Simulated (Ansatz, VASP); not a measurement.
# Two plane-wave programs on C

File INCAR:

```
PREC = Accurate
ENCUT = 520
EDIFF = 1E-7
ISMEAR = 0
SIGMA = 0.05
LREAL = False
LASPH = True
NELM = 80
ALGO = Normal
ISIF = 2
LWAVE = False
LCHARG = True
GGA = CA
LELF = True
LVHAR = True
NBANDS = 11
```

KPOINTS

```
regular mesh
0
Gamma
  12 12 12
```

The input POSCAR:

```
C
1.0
    0.0000000000      2.0924375763      1.6421661991
    1.5627065443      0.0000000000      1.6421661991
    1.5627065443      2.0924375763      0.0000000000
C
2
Direct
    0.5000000000      0.5000000000      0.5000000000
    0.7500000000      0.7500000000      0.7500000000
```

Input for Ansatz:

```yaml
crystal:
  lattice:
    - [0.0, 2.0924375763, 1.6421661991]
    - [1.5627065443, 0.0, 1.6421661991]
    - [1.5627065443, 2.0924375763, 0.0]
  atoms:
    - { symbol: C, position: [0.5, 0.5, 0.5] }
    - { symbol: C, position: [0.75, 0.75, 0.75] }
basis:
  ecutwfc: 520.0
kpoints:
  mp_grid: { grid: [12, 12, 12] }
hamiltonian:
  xc: lda
  pseudopotentials: { kind: paw, azcp: { folder: soft_1 } }
scf:
  occupations: { method: gaussian, width: 0.05 }
output:
  forces: true
  stress: true
  eigenvalues: true
```

Change from the starting cell: strain +e along x and -e along y -0.1500, strain +e along z and -e/2 along x and y -0.0700.

Alike in both runs: task single point; functional LDA; k mesh 12 × 12 × 12; occupations gaussian, width 0.05 eV; no spin polarisation.

|  | VASP | Ansatz |
| --- | --- | --- |
| version | VASP 6.6.1 | Ansatz 0.2.0 |
| potentials or method | VASP PAW LDA potentials, release 64 (C) | scalar-relativistic, plane waves, PAW |
| plane-wave cutoff (eV) | 520 | 520 |
| valence electrons in the cell | 8 | 8 |

|  | VASP | Ansatz | Ansatz less VASP |
| --- | --- | --- | --- |
| gap on the k mesh at the Fermi level (eV) | none | none | - |
| pressure (GPa) | 16.3 | 14.6 | -1.64 |
| largest component of the traceless stress (GPa) | 213.94 | 214.21 | +0.276 |

A gap of «none» marks a metal or a gap that the smearing closes. Ansatz warned: «pseudo_functional_mismatch».

Caveats: so large a pressure means that the cell lies far from this level's equilibrium, or that cutoff or potentials fall short (VASP).
